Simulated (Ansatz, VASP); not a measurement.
**One calculation of Bi, two programs**

Contents of INCAR:

```
SYSTEM = Bi
AGGAC = 1.0
AGGAX = 1.0
ALDAC = 0.0
ALDAX = 1.0
ALGO = Normal
EDIFF = 1E-7
ENCUT = 520
GGA = B5
ISIF = 2
ISMEAR = -1
LASPH = .TRUE.
LCHARG = .TRUE.
LELF = .TRUE.
LREAL = .FALSE.
LVHAR = .TRUE.
LWAVE = .FALSE.
NBANDS = 22
NELM = 100
PREC = Accurate
SIGMA = 0.1
```

Contents of KPOINTS:

```
k-points
0
G
  8 8 8
  0 0 0
```

Contents of POSCAR:

```
Bi
1.0
    0.0000000000      3.8179456062      3.8179456062
    3.8179456062      0.0000000000      3.8179456062
    3.8179456062      3.8179456062      0.0000000000
Bi
2
Direct
    0.1250000000      0.1250000000      0.1250000000
    0.8750000000      0.8750000000      0.8750000000
```

Input for Ansatz:

```yaml
crystal:
  lattice:
    - [0.0, 3.8179456062, 3.8179456062]
    - [3.8179456062, 0.0, 3.8179456062]
    - [3.8179456062, 3.8179456062, 0.0]
  atoms:
    - { symbol: Bi, position: [0.125, 0.125, 0.125] }
    - { symbol: Bi, position: [0.875, 0.875, 0.875] }
hamiltonian:
  xc: blyp
  pseudopotentials:
    kind: paw
    azcp:
      Bi: "pseudopotentials/Bi.paw.azcp"
basis:
  ecutwfc: 420
  fft_grid_basis: typed
kpoints:
  mp_grid: { grid: [8, 8, 8], shift: [0, 0, 0] }
magnetization:
  spin_polarized: false
scf:
  occupations: { method: fermi_dirac, width: 0.1 }
  lower_state_search: "off"
output:
  stress: true
```

Alike in both runs: task single point; functional BLYP; k mesh 8 × 8 × 8; occupations fermi-dirac, width 0.1 eV; no spin polarisation.

|  | VASP | Ansatz |
| --- | --- | --- |
| version | VASP 6.6.1 | Ansatz 0.2.0 |
| potentials or method | VASP PAW PBE potentials, release 64 (Bi_d) | plane waves (420 eV) with PAW, scalar-relativistic |
| plane-wave cutoff (eV) | 520 | 420 |
| valence electrons in the cell | 30 | 30 |

|  | VASP | Ansatz | Ansatz less VASP |
| --- | --- | --- | --- |
| pressure (GPa) | -1.6 | -1.6 | -0.02 |

Caveats: the PAW data sets were made with another functional, which shifts forces and pressure a little (VASP).
